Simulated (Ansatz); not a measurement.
# Cu: the cost of one run

Program: Ansatz 0.2.0. Level of theory: DFT PBEsol, scalar-relativistic, plane waves, PAW. These are calculated values, not measurements.

2 further runs of the same task are left out: 2 set aside as unsound or not needed.

**1. The system as given**

Symmetry: Fm-3m, No. 225, cubic system. The conventional cell has a = 3.563 Å, b = 3.563 Å, c = 3.563 Å, α = 90.00°, β = 90.00°, γ = 90.00°. Around Cu (site symmetry m-3m) lie 12 Cu at 2.52 Å.

Coordinates:

```
CELL_PARAMETERS angstrom
0.00000 1.78169 1.78169
1.78169 0.00000 1.78169
1.78169 1.78169 0.00000
ATOMIC_POSITIONS crystal
Cu 0.00000 0.00000 0.00000
```

It is the result of an earlier relaxation at this level (volume 11.31 Å³/atom; gap on the mesh: none (metal)).

**2. Bulk reference on the slab's mesh**

File input.yaml:

```yaml
crystal:
  lattice:
    - [3.5633720178, 0.0, 0.0]
    - [-1.7816860089, 3.9839710305, 0.0]
    - [0.0, -2.3903826183, 0.7967942061]
  atoms:
    - { symbol: Cu, position: [0.0, 0.0, 0.0] }
basis:
  ecutwfc: 420
kpoints:
  mp_grid: { grid: [11, 9, 42] }
hamiltonian:
  xc: pbesol
scf:
  occupations: { method: gaussian, width: 0.1 }
output:
  forces: true
  stress: true
  eigenvalues: true
```

Run with:

```console
> ansatz run input.yaml --threads 4 --pin off --max-ram 10240MiB --backend cpu --events-out ev --progress --plain --runs-dir out
```

Q: Estimate wall time and peak memory on 4 threads of Intel Xeon 6975P-C (Granite Rapids), shared host.

About 3.2 s, with a peak of 0.7 GiB.
